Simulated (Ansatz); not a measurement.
Reaction (formal exchange of groups at the Sn–C bond): `C[CH](C)[SnH3]` + `C=CC(C)=O` → `C=[CH][SnH3]` + `CC(=O)C(C)C`

Isolated molecules relaxed with PBE0-D4/def2-TZVP in Ansatz; ΔE leaves out vibrations. CBS: MP2 limit from def2 TZ/QZ plus the TZ coupled-cluster correction, frozen cores. DFT in def2-TZVPP. Elements past krypton have def2 core potentials. For Sn outer-core shells are correlated without core-valence functions, which leaves a few kJ/mol of doubt a bond. One conformer a species, not always the lowest.

**Question.** Is it downhill or uphill in electronic energy at CCSD(T)/CBS, and by how much? (Estimate.)

**Answer.** Ansatz gave: Uphill: ΔE = +3.8 kJ/mol.

**Question.** What do these levels give: r2SCAN-D4, PBE, r2SCAN, MP2/def2-TZVPP, CCSD(T)/def2-TZVPP, MP2/CBS(def2)? (Best estimate.)

**Answer.** The calculation gave: r2SCAN-D4 7.1, PBE 9.9, r2SCAN 7.3, MP2/def2-TZVPP 3.8, CCSD(T)/def2-TZVPP 1.3, MP2/CBS(def2) 6.3 kJ/mol.

Largest T1 diagnostic among the species: 0.014.

In def2-TZVPP, CCSD(T) changes the Hartree–Fock value by +4.8 kJ/mol (the triples alone add +1.3 kJ/mol) and MP2 by +7.3 kJ/mol. From PBE to PBE0 (25 % exact exchange), in def2-TZVPP and without D4, ΔE moves by −3.6 kJ/mol.
